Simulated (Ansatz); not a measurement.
Write the native input for Ansatz 0.2.0 that does the following.

- Task: single point
- Functional: PBE0
- Potentials or basis: Ansatz PAW
- Cutoff: 420 eV (not typed: the program's choice for these potentials)
- k mesh: 8 × 8 × 4
- Occupations: fermi-dirac, width 0.05 eV
- Spin: no spin polarisation

Crystal: C.

```
C
1.0
     1.22805   -2.12706    0.00000
     1.22805    2.12706    0.00000
     0.00000    0.00000    7.17327
C
4
Direct
  0.91662 0.08338 0.75314
  0.41662 0.58338 0.24686
  0.08338 0.91662 0.24686
  0.58338 0.41662 0.75314
```

This is a stacking variant of graphite.

One way to write it, as run:

input

```
crystal:
  lattice:
    - [1.22804797, -2.12706182, 0.0]
    - [1.22804797, 2.12706182, 0.0]
    - [0.0, 0.0, 7.17326776]
  atoms:
    - { symbol: C, position: [0.91662054, 0.08337946, 0.7531376] }
    - { symbol: C, position: [0.41662054, 0.58337946, 0.2468624] }
    - { symbol: C, position: [0.08337946, 0.91662054, 0.2468624] }
    - { symbol: C, position: [0.58337946, 0.41662054, 0.7531376] }
hamiltonian:
  xc: pbe0
  pseudopotentials: { kind: paw }
kpoints:
  mp_grid: { grid: [8, 8, 4] }
scf:
  occupations: { method: fermi_dirac, width: 0.05 }
output:
  forces: true
  stress: true
  eigenvalues: true
```

Results of the run:

The pressure is -1.9 GPa, the largest force is 0.051 eV/Å and the band gap on the k mesh is 2.31 eV.

Caveat: the pressure holds a Pulay correction of +0.4 GPa for the finite cutoff; this functional lacks dispersion, which binds the layers, so the pressure and a relaxed spacing across them are unreliable; the PAW data sets come from PBE, with cores solved anew for the run's functional, which leaves a small shift of forces and pressure; the thresholds are loose for stress.

Wall time 18 s on 1 × NVIDIA H100 80GB HBM3 with 2 threads of AMD EPYC 7R13 Processor (Zen 3) (shared host), peak memory 2.2 GiB.
